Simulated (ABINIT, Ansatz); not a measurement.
# BAs (F-43m): the LO frequency by hand

How high does the longitudinal optical mode of BAs (F-43m) lie, given the transverse one, the Born charge and ε∞?

Program: ABINIT 10.8.3. Level of theory: DFT LDA, scalar-relativistic, plane waves, PseudoDojo norm-conserving pseudopotentials. Results are calculated unless marked as measured.

### Step 1. The relaxed structure

The structure is cubic, space group F-43m (No. 216). Conventional cell: a = 4.732 Å, b = 4.732 Å, c = 4.732 Å, α = 90.00°, β = 90.00°, γ = 90.00°. Nearest to B lie 4 As at 2.05 Å. As has 4 B at 2.05 Å nearest. Farther neighbours are not listed.

This is the cell after its relaxation at this level of theory, not the database cell from which that began.

### Step 2. What the response run gave

A linear-response run on the relaxed cell, with the response to an electric field; only its zone-centre results are used. Cutoff 47 Ha, k mesh 8×8×8 with shifts.

Numbers of over 12 decimals in the logs are rounded to 6 here.

The log of the run:

```text
[banners, grids, parts of the stress and lines that vanish by symmetry left out]
- input  file    -> dfpt_gamma.abi
- output file    -> dfpt_gamma.abo
- root for input  files -> dfpt_gammai
[...]
DATASET    1 : space group F-4 3 m (#216); Bravais cF (face-center cubic)
[...]
nfft =       64000          nkpt =        1024
[...]
DATASET    2 : space group F-4 3 m (#216); Bravais cF (face-center cubic)
[...]
nfft =       64000          nkpt =        1024
[...]
== DATASET  1 ==================================================================
[...]
cutoff_energies: {ecut:  47.0, pawecutdg:  -1.0, }
[...]
- 33.00000  15.00000  180309                  znucl, zion, pspdat
[...]
Perturbation : derivative vs k along direction   1
[...]
-ETOT  1  -60.890230255229     -6.089E+01 2.276E+00 0.000E+00
 ETOT  2  -61.043661367262     -1.534E-01 1.311E-01 0.000E+00
 ETOT  3  -61.046658453414     -2.997E-03 2.943E-03 0.000E+00
 ETOT  4  -61.046757265900     -9.881E-05 1.018E-04 0.000E+00
 ETOT  5  -61.046761444574     -4.179E-06 1.346E-05 0.000E+00
[...]
At SCF step   19   max residual=  1.00E-20 < tolwfr=  1.00E-20 =>converged.
[...]
Perturbation : derivative vs k along direction   2
[...]
-ETOT  1  -60.890230254865     -6.089E+01 2.276E+00 0.000E+00
[...]
At SCF step   19   max residual=  1.00E-20 < tolwfr=  1.00E-20 =>converged.
[...]
Perturbation : derivative vs k along direction   3
[...]
-ETOT  1  -60.890230254500     -6.089E+01 2.276E+00 0.000E+00
[...]
At SCF step   19   max residual=  1.00E-20 < tolwfr=  1.00E-20 =>converged.
[...]
1        1       1.4374079174   -0.0000000000
     1        2      -0.7187039587   -0.0000000000
     1        3      -0.7187039587    0.0000000000
     2        1      -0.7187039587   -0.0000000000
     2        2       1.4374079174    0.0000000000
     2        3       0.7187039587    0.0000000000
     3        1      -0.7187039587    0.0000000000
     3        2       0.7187039587    0.0000000000
     3        3       1.4374079174   -0.0000000000
[...]
== DATASET  2 ==================================================================
[...]
cutoff_energies: {ecut:  47.0, pawecutdg:  -1.0, }
[...]
Perturbation : displacement of atom   1   along direction   1
[...]
-ETOT  1   7.834003     -2.370E+02 1.123E+00 2.256E+03
[...]
At SCF step    9       vres2   =  2.19E-11 < tolvrs=  1.00E-10 =>converged.
[...]
At SCF step    9       vres2   =  8.13E-11 < tolvrs=  1.00E-10 =>converged.
[...]
-ETOT  1   4.385474     -1.371E+02 5.595E+00 1.531E+04
[...]
ETOT  8   1.076618     -1.470E-09 3.360E-09 1.541E-08
 ETOT  9   1.076618     -7.086E-11 1.841E-10 7.845E-11
 At SCF step    9       vres2   =  7.85E-11 < tolvrs=  1.00E-10 =>converged.
[...]
Dielectric tensor, in cartesian coordinates,
[...]
1    4   1    4         9.6011524859        -0.0000000000
   1    4   2    4        -0.0000000000        -0.0000000000
   1    4   3    4        -0.0000000000        -0.0000000000
   2    4   1    4        -0.0000000000        -0.0000000000
   2    4   2    4         9.6011524859        -0.0000000000
   2    4   3    4        -0.0000000000        -0.0000000000
   3    4   1    4        -0.0000000000        -0.0000000000
   3    4   2    4        -0.0000000000        -0.0000000000
   3    4   3    4         9.6011524859        -0.0000000000
  Effective charges, in cartesian coordinates,
[...]
1    1   1    4        -0.5381582884         0.0000000000
   2    1   1    4         0.0000000000         0.0000000000
   3    1   1    4        -0.0000000000         0.0000000000
   1    2   1    4         0.5381851989         0.0000000000
   2    2   1    4        -0.0000000000         0.0000000000
[...]
Effective charges, in cartesian coordinates,
[...]
Rigid-atom elastic tensor , in cartesian coordinates,
[...]
Rigid-atom proper piezoelectric tensor, in cartesian coordinates,
[...]
2    4   2    6        -0.0001025446         0.0000000000
   2    4   3    6         0.0000000000         0.0000000000
   3    4   1    5         0.0000000000         0.0000000000
   3    4   2    5        -0.0000000000         0.0000000000
   3    4   3    5        -0.0000000000         0.0000000000
   3    4   1    6         0.0000000000         0.0000000000
   3    4   2    6         0.0000000000         0.0000000000
   3    4   3    6        -0.0001025420         0.0000000000
  Phonon wavevector (reduced coordinates) :  0.00000  0.00000  0.00000
 Phonon energies in Hartree :
[...]
Phonon frequencies in cm-1    :
-  1.287417E+00  1.287417E+00  1.287418E+00  7.004632E+02  7.004632E+02
-  7.004632E+02
  Phonon at Gamma, with non-analyticity in the
[...]
Phonon energies in Hartree :
[...]
Phonon frequencies in cm-1    :
-  1.287417E+00  1.287417E+00  1.287418E+00  7.004632E+02  7.004632E+02
-  7.046838E+02
  Phonon at Gamma, with non-analyticity in the
[...]
Phonon energies in Hartree :
[...]
Phonon frequencies in cm-1    :
-  1.287417E+00  1.287418E+00  1.287418E+00  7.004632E+02  7.004632E+02
-  7.046838E+02
  Phonon at Gamma, with non-analyticity in the
[...]
Phonon energies in Hartree :
[...]
Phonon frequencies in cm-1    :
-  1.287417E+00  1.287418E+00  1.287418E+00  7.004632E+02  7.004632E+02
-  7.046838E+02
[...]
fcart2     0.0000000000E+00  0.0000000000E+00  0.0000000000E+00
           strten2     0.0000000000E+00  0.0000000000E+00  0.0000000000E+00
================================================================================
```

```
                       quantity   value
             cell volume Ω (Å³)  26.491
                  mass of B (u)  10.810
                 mass of As (u)  74.922
      Born charge of B, raw (e)  -0.538
     Born charge of As, raw (e)   0.538
                             ε∞   9.601
ω(TO) after the sum rule (cm⁻¹)   700.5
```

### Step 3. The calculation

The charges must sum to zero over the cell; taking off their mean, 0.000 e, leaves Z* = -0.538 e on B. In the polar mode B moves against As, so the reduced mass is μ = 10.81 × 74.92 / 85.73 = 9.447 u.

A longitudinal wave builds up a field that adds to the restoring force: ω(LO)² = ω(TO)² + 4π Z*² / (μ Ω ε∞), in Hartree atomic units. With μ = 17221 electron masses and Ω = 178.77 bohr³ the second term is 1.2315e-07 Ha², or 5932 cm⁻² (1 Ha = 219474.6 cm⁻¹).

So ω(LO) = √(490644 + 5932) = 704.7 cm⁻¹, and by the Lyddane-Sachs-Teller relation ε₀ = ε∞ (ω(LO)/ω(TO))² = 9.72.

### Step 4. Check against the program

The analysis program adds the same non-analytic term to the full matrix.

The log of the run:

```text
[banners, grids, parts of the stress and lines that vanish by symmetry left out]
-outvars_anaddb: echo values of input variables ----------------------

 Flags :
[...]
Dielectric Tensor and Effective Charges
[...]
Effective charge tensors after
[...]
Phonon wavevector (reduced coordinates) :  0.00000  0.00000  0.00000
 Phonon energies in Hartree :
[...]
Phonon energies in meV     :
-  0.000000E+00  0.000000E+00  0.000000E+00  8.684636E+01  8.684636E+01
-  8.684636E+01
 Phonon frequencies in cm-1    :
-  0.000000E+00  0.000000E+00  0.000000E+00  7.004631E+02  7.004631E+02
-  7.004631E+02
 Phonon frequencies in Thz     :
-  0.000000E+00  0.000000E+00  0.000000E+00  2.099936E+01  2.099936E+01
-  2.099936E+01
 Phonon energies in Kelvin  :
-  0.000000E+00  0.000000E+00  0.000000E+00  1.007810E+03  1.007810E+03
-  1.007810E+03
[...]
-  1  0.00000000E+00  3.04072574E-07  2.52957062E-03
-     0.00000000E+00  0.00000000E+00  0.00000000E+00
-  2  0.00000000E+00  3.04072707E-07  2.52957172E-03
-     0.00000000E+00  0.00000000E+00  0.00000000E+00
[...]
-  1  0.00000000E+00  2.52957061E-03 -3.04072575E-07
-     0.00000000E+00  0.00000000E+00  0.00000000E+00
-  2  0.00000000E+00  2.52957172E-03 -3.04072707E-07
-     0.00000000E+00  0.00000000E+00  0.00000000E+00
[...]
-  1  2.52957063E-03  0.00000000E+00  0.00000000E+00
-     0.00000000E+00  0.00000000E+00  0.00000000E+00
-  2  2.52957173E-03  0.00000000E+00  0.00000000E+00
-     0.00000000E+00  0.00000000E+00  0.00000000E+00
[...]
-  1  7.16057367E-07 -1.01042875E-06  6.65913091E-03
-     0.00000000E+00  0.00000000E+00  0.00000000E+00
-  2 -1.03325261E-07  1.45802303E-07 -9.60895688E-04
-     0.00000000E+00  0.00000000E+00  0.00000000E+00
[...]
-  1  1.54645243E-06  6.65913077E-03  1.01026243E-06
-     0.00000000E+00  0.00000000E+00  0.00000000E+00
-  2 -2.23149160E-07 -9.60895668E-04 -1.45778305E-07
-     0.00000000E+00  0.00000000E+00  0.00000000E+00
[...]
-  1  6.65913081E-03 -1.54634377E-06 -7.16291992E-07
-     0.00000000E+00  0.00000000E+00  0.00000000E+00
-  2 -9.60895673E-04  2.23133481E-07  1.03359116E-07
-     0.00000000E+00  0.00000000E+00  0.00000000E+00
[...]
-     1          0.000000     0.000000     0.000000     0.000000
-     2          0.000000     0.000000    -0.000000     0.000000
-     3          0.000000    -0.000000     0.000000     0.000000
-     4         -0.000066     0.000092    -0.609516     0.609516
-     5         -0.000142    -0.609516    -0.000092     0.609516
-     6         -0.609516     0.000142     0.000066     0.609516
[...]
-   1     Real    0.0000E+00  0.0000E+00  0.0000E+00  0.0000E+00  0.0000E+00  0.0000E+00  0.0000E+00
[...]
-     0.00000000E+00  0.00000000E+00  0.00000000E+00
-  2  0.00000000E+00  3.03859732E-07  2.52957172E-03
-     0.00000000E+00  0.00000000E+00  0.00000000E+00
[...]
Phonon at Gamma, with non-analyticity in the
[...]
Phonon energies in Hartree :
[...]
Phonon energies in meV     :
-  0.000000E+00  0.000000E+00  0.000000E+00  8.684636E+01  8.684636E+01
-  8.736967E+01
 Phonon frequencies in cm-1    :
-  0.000000E+00  0.000000E+00  0.000000E+00  7.004631E+02  7.004631E+02
-  7.046839E+02
 Phonon frequencies in Thz     :
-  0.000000E+00  0.000000E+00  0.000000E+00  2.099936E+01  2.099936E+01
-  2.112589E+01
 Phonon energies in Kelvin  :
-  0.000000E+00  0.000000E+00  0.000000E+00  1.007810E+03  1.007810E+03
-  1.013883E+03
[...]
Phonon at Gamma, with non-analyticity in the
[...]
Phonon energies in Hartree :
[...]
Phonon energies in meV     :
-  0.000000E+00  0.000000E+00  0.000000E+00  8.684636E+01  8.684636E+01
-  8.736967E+01
 Phonon frequencies in cm-1    :
-  0.000000E+00  0.000000E+00  0.000000E+00  7.004631E+02  7.004631E+02
-  7.046839E+02
 Phonon frequencies in Thz     :
-  0.000000E+00  0.000000E+00  0.000000E+00  2.099936E+01  2.099936E+01
-  2.112589E+01
 Phonon energies in Kelvin  :
-  0.000000E+00  0.000000E+00  0.000000E+00  1.007810E+03  1.007810E+03
-  1.013883E+03
[...]
-  1  9.41991812E-07 -2.52957046E-03  0.00000000E+00
-     0.00000000E+00  0.00000000E+00  0.00000000E+00
-  2  9.41996624E-07 -2.52957156E-03  0.00000000E+00
-     0.00000000E+00  0.00000000E+00  0.00000000E+00
[...]
-  1  2.52957045E-03  9.42019732E-07  2.94453953E-07
-     0.00000000E+00  0.00000000E+00  0.00000000E+00
-  2  2.52957155E-03  9.42015739E-07  2.94449676E-07
-     0.00000000E+00  0.00000000E+00  0.00000000E+00
[...]
-  1  1.20569840E-03  3.98863547E-03 -5.19433388E-03
-     0.00000000E+00  0.00000000E+00  0.00000000E+00
-  2 -1.73979219E-04 -5.75549975E-04  7.49529194E-04
-     0.00000000E+00  0.00000000E+00  0.00000000E+00
[...]
-  1  5.30178983E-03 -3.69506036E-03 -1.60672947E-03
-     0.00000000E+00  0.00000000E+00  0.00000000E+00
-  2 -7.65034815E-04  5.33187831E-04  2.31846984E-04
-     0.00000000E+00  0.00000000E+00  0.00000000E+00
[...]
Direction                     Dielectric constant
[...]
Elastic Tensor (clamped ion) (unit:10^2GP):
[...]
Elastic Tensor (relaxed ion) (unit:10^2GP):
[...]
Calculation of the tensor related to piezoelectric effetc
[...]
Proper piezoelectric constants (clamped ion) (unit:c/m^2)
[...]
Increase cutoff energy or k-points sampling.
[...]
Proper piezoelectric constants (relaxed ion) (unit:c/m^2)
[...]
0.00000000      0.14125929     -0.00000000
      0.00000000     -0.00000000      0.14125946
-
```

```
    quantity  by hand  program
ω(LO) (cm⁻¹)    704.7    704.7
          ε₀     9.72     9.72
```

### Step 5. Outcome

| Quantity | Value |
| --- | --- |
| TO mode | 700.5 cm⁻¹ |
| LO mode | 704.7 cm⁻¹ |
| static dielectric constant | 9.717 |

**Reading.** The LO mode of BAs (F-43m) lies at 705 cm⁻¹, 4 cm⁻¹ above the TO mode; the formula meets the program within 0.1 cm⁻¹, as it must for a cubic crystal with one polar mode. ω(LO)² − ω(TO)² goes with Z*²/ε∞: an error of 5 % in ε∞ would move the LO mode by 0.2 cm⁻¹, and semilocal functionals tend to overestimate ε∞. These are harmonic values at zero temperature, at the volume of this functional, for the structure held cubic; stability elsewhere in the zone is no part of this calculation.

[Host names and launcher messages were left out of these logs when they were recorded.]

[Logs are printed without paths, hosts, clocks, repeated set-up lines and the standing remarks that a program may print on its own settings, such as how far it seeks lower states.]

[Hosts, paths, dates, database ids (printed as entryN), source tags and the programs' standing remarks are cut or masked in the printed files.]
